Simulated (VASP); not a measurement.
Sn:

```xyz
1
Lattice="-1.8947 1.8947 1.8947 1.8947 -1.8947 1.8947 1.8947 1.8947 -1.8947" Properties=species:S:1:pos:R:3 pbc="T T T"
Sn    0.0000    0.0000    0.0000
```

This isn't the form of Sn at room conditions, which is tetragonal (white tin).

* Program: VASP 6.6.1
* Task: relaxation of cell and atoms
* Functional: PBEsol
* Potentials or basis: VASP PAW PBE potentials, release 64 (Sn_d)
* Cutoff: 600 eV
* k mesh: 12 × 12 × 12
* Occupations: gaussian, width 0.03 eV
* Spin: no spin polarisation

At the start: pressure -2.4 GPa; volume 27.20 Å³/atom.

Problem. How do energy, volume and symmetry change on relaxing?

Solution. Over 3 steps the energy falls by 9.1 meV/atom and the volume is 26.03 Å³/atom (-4.3 %); space group Im-3m (No. 229, to 0.05 Å).

Step by step:
```tsv
step	energy change (eV)	largest force (eV/Å)	pressure (GPa)	volume (Å³)
1	0.0000	0.0000	-2.38	27.20
2	-0.0081	0.0000	0.92	25.64
3	-0.0091	0.0000	0.02	26.03
```

Final structure:
```xyz
1
Lattice="-1.8669 1.8669 1.8669 1.8669 -1.8669 1.8669 1.8669 1.8669 -1.8669" Properties=species:S:1:pos:R:3 pbc="T T T"
Sn    0.0000    0.0000    0.0000
```

Caveat: the PAW data sets were made with another functional, which shifts forces and pressure a little.
